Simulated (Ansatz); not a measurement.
The system is CuO.

```
Cu O
1.0
     2.83633    0.00000    0.00000
    -1.41816    2.45633    0.00000
     0.00000    0.00000    2.76811
Cu O
1 1
Direct
  0.00000 0.00000 0.00000
  0.66667 0.33333 0.50000
```

Measurements of this composition are mostly on another form, of space group No. 15.

Base run:

| Item | Value |
| --- | --- |
| Program | Ansatz 0.2.0 |
| Functional | PBEsol |
| Potentials or basis | Ansatz PAW |
| Cutoff | 420 eV (not typed: the program's choice for these potentials) |
| k mesh | 11 × 11 × 10 |
| Occupations | fermi-dirac, width 0.05 eV |
| Spin | no spin polarisation |

Its results: band gap on the k mesh none (metal or under the smearing width); pressure -9.4 GPa.

**Question.** After a change of settings the same cell gave: band gap on the k mesh none (metal or under the smearing width); pressure -16.3 GPa. Which change was it?
A. functional from PBEsol to LDA
B. functional from PBEsol to LDA; hubbard terms from none to Cu d U = 4.5 eV; hubbard projectors from none to ortho-atomic (the default)
C. functional from PBEsol to r2SCAN; cutoff from 420 eV (not typed: the program's choice for these potentials) to 500 eV (not typed: the program's choice for these potentials)
D. hubbard terms from none to Cu d U = 5.3 eV; hubbard projectors from none to ortho-atomic (the default)

**Answer.** A.

LDA binds more tightly than PBEsol, so the same cell stands under less pressure.

Caveats: an odd number of electrons without spin polarisation forces a metal; a magnetic or distorted state may lie lower; the run has no spin polarisation, though such a crystal can be magnetic; semilocal functionals often make such compounds metallic where correlation or magnetic order opens a gap, which also shifts bond lengths; the PAW data sets come from PBE, with cores solved anew for the run's functional, which leaves a small shift of forces and pressure; so large a pressure means that the cell lies far from this level's equilibrium, or that cutoff or potentials fall short (some runs).

Runs at the PBE level aren't shown here.
